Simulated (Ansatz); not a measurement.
Program: Ansatz. Geometries: PBE0-D4/def2-TZVP. ΔE: electronic, gas phase. CBS: MP2 limit from def2 TZ/QZ plus the TZ coupled-cluster correction, frozen cores. Functionals use def2-TZVPP. One conformer a species, not always the lowest.

Consider the formal exchange of groups at the Si–S bond: `CS[SiH2]BO` + `CCC=O` → `O=C[SiH2]BO` + `CCSC`.

```json
{"level": "PBE-D4", "ΔE (kcal/mol)": "19.5"}
{"level": "r2SCAN-D4", "ΔE (kcal/mol)": "21.0"}
{"level": "B2PLYP", "ΔE (kcal/mol)": "20.4"}
{"level": "PBE0", "ΔE (kcal/mol)": "21.1"}
{"level": "MP2/def2-TZVPP", "ΔE (kcal/mol)": "21.1"}
{"level": "CCSD/def2-TZVPP", "ΔE (kcal/mol)": "20.8"}
{"level": "HF/def2-QZVPP", "ΔE (kcal/mol)": "24.3"}
{"level": "SCS-MP2/def2-QZVPP", "ΔE (kcal/mol)": "20.9"}
```

(1) What does CCSD(T)/CBS give? (Estimate.)

Largest T1 diagnostic among the species: 0.017.

Results:

(1) Computed: +20.1 kcal/mol. The listed levels differ from it by -0.6, 0.9, 0.3, 1.0, 1.0, 0.7, 4.2, 0.8 kcal/mol.

In def2-TZVPP, CCSD(T) changes the Hartree–Fock value by −4.2 kcal/mol (the triples alone add −0.8 kcal/mol) and MP2 by −3.2 kcal/mol. From PBE to PBE0 (25 % exact exchange), in def2-TZVPP and without D4, ΔE moves by +1.5 kcal/mol.

CCSD(T)/CBS has its own doubt, a few kJ/mol and more with outer-core shells, so smaller differences from it don't rank the levels.
